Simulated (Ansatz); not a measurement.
# Li2S/CdF2: short-period superlattices, part 2 of 3

Aim: gap, minibands and decay constants of Li2S/CdF2 superlattices of several periods. The crystals are Li2S fluorite(111) and CdF2 fluorite(111), on a common net of side 3.882 Å (-3.9 % and +0.0 % against typed lattice constants near PBE's). Layer spacings come from each crystal relaxed along the normal on that net, and the joins take bond lengths estimated from both crystals. The stacks are then relaxed. The first steps treat the bulk crystals alone. PBEsol has lattice constants of its own, so the true strain differs.

Ansatz 0.2.0; PBEsol DFT, plane waves, PAW files (the session's first sound run).

So far, gap on path (eV): step 3 (band edges, strain -0.0385, crystal Li2S fluorite(111)) 3.09; step 5 (the bulk crystal and its band edges, strain 0, crystal CdF2 fluorite(111)) 2.90; step 7 (band edges of the superlattice, atomic layers of each crystal 3×6, k-mesh 8×8×4) 0.333.

### 8. Minibands and complex bands along the stacking, atomic layers of each crystal 3×6, k-mesh 8×8×4

This step: PBEsol DFT, plane waves, PAW files; complex bands by layer matching along the plane's normal (Ansatz 0.2.0).

The whole cell is now the period, so open channels are minibands and Im kz is the decay through the stack.

Contents of input.yaml:

```yaml
crystal:
  lattice:
    - [3.882, 0.0, 0.0]
    - [-1.941, 3.3619106175, 0.0]
    - [0.0, 0.0, 9.36508657]
  atoms:
    - { symbol: Li, position: [0.0, 0.0, 0.0344095232] }
    - { symbol: S, position: [0.3333333333, 0.6666666667, 0.0902470968] }
    - { symbol: Li, position: [0.6666666667, 0.3333333333, 0.1460844942] }
    - { symbol: F, position: [0.3333333333, 0.6666666667, 0.3863780899] }
    - { symbol: Cd, position: [0.6666666667, 0.3333333333, 0.4413592042] }
    - { symbol: F, position: [0.0, 0.0, 0.5064686258] }
    - { symbol: F, position: [0.6666666667, 0.3333333333, 0.6739920789] }
    - { symbol: Cd, position: [0.0, 0.0, 0.7391013788] }
    - { symbol: F, position: [0.3333333333, 0.6666666667, 0.7940802464] }
kpoints:
  mp_grid: { grid: [8, 8, 4] }
scf:
  occupations: { method: fixed }
  max_iter: 120
hamiltonian:
  xc: pbesol
output:
  eigenvalues: true
  transmission:
    leads: [[0, 0]]
    kpoints: [[0.0, 0.0], [0.3333, 0.3333]]
    e_range: [-1.5, 1.83]
    de: 0.05
```

The run is started by

```
> ansatz run input.yaml --threads 4 --pin off --max-ram 10240MiB --backend cpu --events-out ev --progress --plain --runs-dir out
```

Run time: 6.7 s. Hardware: 4 threads of Intel Xeon Platinum 8488C (Sapphire Rapids), shared host; peak memory 0.65 GiB; 25 s of CPU time.

Numbers from this step:

```
decay constant at the filling level, zone centre          : 0.08803 Å⁻¹
decay constant at the filling level, slowest listed point : 0.088 Å⁻¹
```

Lower lead, k parallel (0, 0); values up to 1.5 1/Å, a degenerate pair printed once or twice; energies at which all values exceed this have no row. The Im kz of the slowest decaying states by energy, zero at the highest filled level on the SCF mesh:

```
energy (eV)  decay 1 (Å⁻¹)  decay 2 (Å⁻¹)  decay 3 (Å⁻¹)  decay 4 (Å⁻¹)
     -1.400          0.983           1.13           1.19              -
     -1.200           1.00           1.13           1.18              -
     -1.000           1.02           1.12           1.18              -
     -0.800          0.111           1.04           1.09           1.18
     -0.600          0.138           1.06           1.11           1.17
     -0.400          0.146           1.08           1.11           1.16
     -0.200          0.141           1.10           1.11           1.13
      0.000          0.124           1.09           1.13           1.20
      0.200         0.0880           1.08           1.14           1.20
      0.400           1.07           1.14           1.20              -
      0.600           1.06           1.15           1.20              -
      0.800           1.05           1.16           1.20              -
      1.000           1.04           1.16           1.20              -
      1.200           1.03           1.17           1.20              -
      1.400           1.02           1.18           1.20              -
      1.600           1.01           1.16           1.20           1.23
      1.800          0.997           1.13           1.19           1.30
```

Lower lead, k parallel (0, 0). Table of Re kz of states that move upwards, channel 1 by energy, zero at the highest filled level on the SCF mesh:

```
energy (eV)  Re kz of states that move upwards, channel 1 (Å⁻¹)
      -1.50                                                   -
      -1.40                                              -0.253
      -1.25                                              -0.169
      -1.15                                              -0.121
      -1.05                                             -0.0654
      -0.95                                                   -
      -0.80                                                   -
      -0.70                                                   -
      -0.60                                                   -
      -0.50                                                   -
      -0.35                                                   -
      -0.25                                                   -
      -0.15                                                   -
       0.00                                                   -
       0.10                                                   -
       0.20                                                   -
       0.30                                                   -
       0.45                                              0.0755
       0.55                                               0.111
       0.65                                               0.140
       0.80                                               0.178
       0.90                                               0.201
       1.00                                               0.224
       1.10                                               0.245
       1.25                                               0.277
       1.35                                               0.298
       1.45                                               0.319
       1.55                                              -0.331
       1.70                                              -0.300
       1.80                                              -0.279
```

Lower lead, k parallel (0.3333, 0.3333); values up to 1.5 1/Å, a degenerate pair printed once or twice; energies at which all values exceed this have no row. Table of Im kz of the slowest decaying states by energy, zero at the highest filled level on the SCF mesh:

| energy (eV) | decay 1 (Å⁻¹) | decay 2 (Å⁻¹) | decay 3 (Å⁻¹) | decay 4 (Å⁻¹) |
| --- | --- | --- | --- | --- |
| -1.400 | 0.514 | 0.785 | 1.18 | 1.43 |
| -1.200 | 0.522 | 0.865 | 1.17 | 1.32 |
| -1.000 | 0.523 | 1.000 | 1.15 | 1.15 |
| -0.800 | 0.515 | 0.963 | 0.963 | 1.16 |
| -0.600 | 0.498 | 0.889 | 0.889 | 1.16 |
| -0.400 | 0.466 | 0.852 | 0.852 | 1.16 |
| -0.200 | 0.403 | 0.829 | 0.829 | 1.15 |
| 0.000 | 0.0784 | 0.812 | 0.812 | 1.15 |
| 0.200 | 0.402 | 0.798 | 0.798 | 1.15 |
| 0.400 | 0.482 | 0.787 | 0.787 | 1.14 |
| 0.600 | 0.528 | 0.777 | 0.777 | 1.14 |
| 0.800 | 0.560 | 0.768 | 0.768 | 1.13 |
| 1.000 | 0.584 | 0.760 | 0.760 | 1.13 |
| 1.200 | 0.603 | 0.752 | 0.752 | 1.12 |
| 1.400 | 0.618 | 0.746 | 0.746 | 1.12 |
| 1.600 | 0.629 | 0.740 | 0.741 | 1.11 |
| 1.800 | 0.638 | 0.737 | 0.737 | 1.11 |

At the listed wavevectors the last open channel is at -1.00 eV and the next at +0.40 eV on the grid, wider than the gap, since narrow bands can fall between grid energies. At +0.20 eV, the grid energy nearest the filling level (the middle of the gap on the SCF mesh), the slowest state at the listed wavevectors decays with κ = 0.088 Å⁻¹, its amplitude falling by e over 11 Å.

### 9. Relaxing the interfaces, stack Li2S 6 / CdF2 6, atomic layers of each crystal 6×6

This step: PBEsol DFT, plane waves, PAW files (Ansatz 0.2.0).

System of this step: Li2S (6) / CdF2 (6). The cell holds 12 atoms: 4 Li, 2 S, 4 F and 2 Cd. Its edges and angles: a = 3.882 Å, b = 3.882 Å, c = 12.870 Å, α = 98.7°, β = 81.3°, γ = 120.0°. Regions: 0: Li2S, 6 atoms (4 Li and 2 S); 1: CdF2, 6 atoms (4 F and 2 Cd). The structure's axis is c.

Contents of input.yaml:

```yaml
crystal:
  lattice:
    - [3.882, 0.0, 0.0]
    - [-1.941, 3.3619106175, 0.0]
    - [1.941, -1.1206368725, 12.6732750541]
  atoms:
    - { symbol: Li, position: [0.0, 0.0, 0.0] }
    - { symbol: S, position: [0.3111089309, 0.6888910691, 0.0666732073] }
    - { symbol: Li, position: [0.6222178618, 0.3777821382, 0.1333464145] }
    - { symbol: Li, position: [0.2463211372, 0.7536788628, 0.2610365884] }
    - { symbol: S, position: [0.5574300681, 0.4425699319, 0.3277097957] }
    - { symbol: Li, position: [-0.131461001, 0.131461001, 0.3943830029] }
    - { symbol: F, position: [0.4936094344, 0.5063905656, 0.5191716968] }
    - { symbol: Cd, position: [-0.1925756524, 0.1925756524, 0.5777269572] }
    - { symbol: F, position: [0.1212392608, 0.8787607392, 0.6362822176] }
    - { symbol: F, position: [-0.2527078891, 0.2527078891, 0.7581236674] }
    - { symbol: Cd, position: [0.0611070241, 0.9388929759, 0.8166789278] }
    - { symbol: F, position: [0.3749219373, 0.6250780627, 0.8752341881] }
kpoints:
  mp_grid: { grid: [8, 8, 2] }
scf:
  occupations: { method: fixed }
  max_iter: 120
hamiltonian:
  xc: pbesol
output:
  eigenvalues: false
  forces: true
relax:
  f_tol: 0.02
  max_steps: 40
```

Wall time 27 s (4 threads); peak memory 0.75 GiB.

Residual by cycle:

cycle, log10 residual and a bar from the least value:
```
        1       -0.3 ##############################
       12       -4.3 
       23       -4.3 
       33       -4.3 
       44       -4.3 
       55       -4.3 
       66       -4.3 
       77       -4.3 
       88       -4.3 
       98       -4.3 
      109       -4.3 
      120       -4.3
```

After 120 cycles the residual stands at 4.9e-5, against 5.0e-5 at cycle 61 and a least value of 4.2e-5. The cap of 120 cycles in the input ended the loop.

The program's message: “Error: did not converge after 120 iterations: dr2 = 4.86e-5 (threshold 1.00e-5), under the density mixer `msr1`, which `scf.mixing.algorithm: auto` chose by the deck's other keys (type `scf.mixing.alg …”

### 10. Relaxing the interfaces, stack Li2S 9 / CdF2 9, atomic layers of each crystal 9×9

System of this step: Li2S (9) / CdF2 (9). The cell holds 18 atoms: 6 Li, 3 S, 6 F and 3 Cd. Cell: a = 3.882 Å, b = 3.882 Å, c = 19.010 Å, α = 90.0°, β = 90.0°, γ = 120.0°. Regions: 0: Li2S, 9 atoms (6 Li and 3 S); 1: CdF2, 9 atoms (6 F and 3 Cd). The structure's axis is c.

Contents of input.yaml:

```yaml
crystal:
  lattice:
    - [3.882, 0.0, 0.0]
    - [-1.941, 3.3619106175, 0.0]
    - [0.0, 0.0, 19.009767586]
  atoms:
    - { symbol: Li, position: [0.0, 0.0, 0.0] }
    - { symbol: S, position: [0.3333333333, 0.6666666667, 0.0444491439] }
    - { symbol: Li, position: [0.6666666667, 0.3333333333, 0.0888982877] }
    - { symbol: Li, position: [0.3333333333, 0.6666666667, 0.1740257196] }
    - { symbol: S, position: [0.6666666667, 0.3333333333, 0.2184748635] }
    - { symbol: Li, position: [0.0, 0.0, 0.2629240074] }
    - { symbol: Li, position: [0.6666666667, 0.3333333333, 0.3480514392] }
    - { symbol: S, position: [0.0, 0.0, 0.3925005831] }
    - { symbol: Li, position: [0.3333333333, 0.6666666667, 0.436949727] }
    - { symbol: F, position: [0.0, 0.0, 0.5201428241] }
    - { symbol: Cd, position: [0.3333333333, 0.6666666667, 0.5591799621] }
    - { symbol: F, position: [0.6666666667, 0.3333333333, 0.5982171001] }
    - { symbol: F, position: [0.3333333333, 0.6666666667, 0.6794453529] }
    - { symbol: Cd, position: [0.6666666667, 0.3333333333, 0.7184824909] }
    - { symbol: F, position: [0.0, 0.0, 0.7575196289] }
    - { symbol: F, position: [0.6666666667, 0.3333333333, 0.8387478817] }
    - { symbol: Cd, position: [0.0, 0.0, 0.8777850197] }
    - { symbol: F, position: [0.3333333333, 0.6666666667, 0.9168221577] }
kpoints:
  mp_grid: { grid: [8, 8, 2] }
scf:
  occupations: { method: fixed }
  max_iter: 120
hamiltonian:
  xc: pbesol
output:
  eigenvalues: false
  forces: true
relax:
  f_tol: 0.02
  max_steps: 40
```

Wall time 16 s (4 threads); peak memory 1 GiB; 63 s of CPU time.

Relaxation path:

```csv
step,energy less that of the first step (eV),largest force component (eV/Å)
1,0.0000,1.7862
2,-1.2119,0.8330
3,-1.4899,0.2325
4,-1.5146,0.0636
5,-1.5172,0.0140
```

Forces are held to the 12 operations that the run works with; a distortion that breaks them can't arise in this run.

The atoms that moved most (Å):

```
atom     dx     dy      dz  length
 Li1  0.000  0.000   0.486   0.486
 Li9  0.000  0.000  -0.486   0.486
 F18  0.000  0.000  -0.273   0.273
 F10  0.000  0.000   0.273   0.273
  S2  0.000  0.000   0.221   0.221
  S8  0.000  0.000  -0.221   0.221
Cd17  0.000  0.000  -0.156   0.156
Cd11  0.000  0.000   0.156   0.156
```

The largest force component on a free atom ends at 0.014 eV/Å.

### 11. Band edges of the superlattice, atomic layers of each crystal 9×9, k-mesh 8×8×2

Another period, with its own band edges.

Contents of input.yaml:

```yaml
crystal:
  lattice:
    - [3.882, 0.0, 0.0]
    - [-1.941, 3.3619106175, 0.0]
    - [0.0, 0.0, 19.009767586]
  atoms:
    - { symbol: Li, position: [0.0, 0.0, 0.0255679366] }
    - { symbol: S, position: [0.3333333333, 0.6666666667, 0.056095265] }
    - { symbol: Li, position: [0.6666666667, 0.3333333333, 0.0967063907] }
    - { symbol: Li, position: [0.3333333333, 0.6666666667, 0.1791037133] }
    - { symbol: S, position: [0.6666666667, 0.3333333333, 0.2184786772] }
    - { symbol: Li, position: [0.0, 0.0, 0.2578536411] }
    - { symbol: Li, position: [0.6666666667, 0.3333333333, 0.3402509637] }
    - { symbol: S, position: [0.0, 0.0, 0.3808620894] }
    - { symbol: Li, position: [0.3333333333, 0.6666666667, 0.4113894178] }
    - { symbol: F, position: [0.0, 0.0, 0.5344940144] }
    - { symbol: Cd, position: [0.3333333333, 0.6666666667, 0.5673918311] }
    - { symbol: F, position: [0.6666666667, 0.3333333333, 0.6020514316] }
    - { symbol: F, position: [0.3333333333, 0.6666666667, 0.6836485309] }
    - { symbol: Cd, position: [0.6666666667, 0.3333333333, 0.7184786772] }
    - { symbol: F, position: [0.0, 0.0, 0.7533088235] }
    - { symbol: F, position: [0.6666666667, 0.3333333333, 0.8349059228] }
    - { symbol: Cd, position: [0.0, 0.0, 0.8695655233] }
    - { symbol: F, position: [0.3333333333, 0.6666666667, 0.90246334] }
kpoints:
  mp_grid: { grid: [8, 8, 2] }
  band_path: { path: [VBM, CBM], npoints: 24 }
scf:
  occupations: { method: fixed }
  max_iter: 120
hamiltonian:
  xc: pbesol
output:
  eigenvalues: true
  write_potential: true
  write_density: true
  volumetric_format: npy
```

It took 20 s on 4 threads; peak memory 1 GiB; 79 s of CPU time.

This step gave:

| Quantity | Value |
| --- | --- |
| free energy | -33240.1599 eV |
| gap on the k-mesh | 0.7074 eV |
| gap on path | 0.7074 eV, by band count; negative where bands overlap |
| edge places on path | 0, 0.1653 1/A along the path |

Electronic bands along the path, in eV, zero at the Fermi level (highest filled level under fixed occupations); v1 is the highest filled band, c1 the lowest empty one:

```
  point     v4     v3    v2    v1    c1    c2    c3    c4
    VBM  -0.23  -0.23  0.00  0.00  0.92  1.36  3.20  5.19
halfway  -0.23  -0.23  0.00  0.00  0.80  1.46  3.17  5.25
    CBM  -0.23  -0.23  0.00  0.00  0.71  1.53  3.14  5.36
```

The searched edges give 0.707 eV, as on the mesh.

For the gap on path, step 7 gave 0.333 eV; this run, with 18 atoms and atomic layers of each crystal 9×9, gives 0.707 eV.

[end of part 2 of 3]

[Logs are printed without paths, hosts, clocks, repeated set-up lines and the standing remarks that a program may print on its own settings, such as how far it seeks lower states.]

[Hosts, paths, dates, database ids (printed as entryN), source tags and the programs' standing remarks are cut or masked in the printed files.]
